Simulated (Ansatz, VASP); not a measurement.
**One calculation of PbS, two programs**

```
Pb S
1.0
     2.10051    1.21273    3.43019
    -2.10051    1.21273    3.43019
     0.00000   -2.42546    3.43019
Pb S
1 1
Direct
  0.97814 0.97814 0.97814
  0.47746 0.47746 0.47746
```

Alike in both runs: task single point; functional LDA; k mesh 8 × 8 × 8; no spin polarisation.

|  | VASP | Ansatz |
| --- | --- | --- |
| version | VASP 6.6.1 | Ansatz 0.2.0 |
| potentials or method | VASP PAW LDA potentials, release 64 (Pb_d, S) | plane waves, PAW |
| plane-wave cutoff (eV) | 520 | 420 |
| occupations | gaussian, width 0.01 eV | fixed |
| valence electrons in the cell | 20 | 20 |

VASP gave:

| Quantity | Value |
| --- | --- |
| gap on the k mesh at the Fermi level (eV) | 0.22 |
| pressure (GPa) | -2.8 |

Task: Estimate Ansatz's values.

Result: gap on the k mesh at the Fermi level (eV): 0.25; pressure (GPa): -2.8.

Caveats: spin-orbit coupling is left out, which as a rule narrows the gap of such compounds by several tenths of an eV.
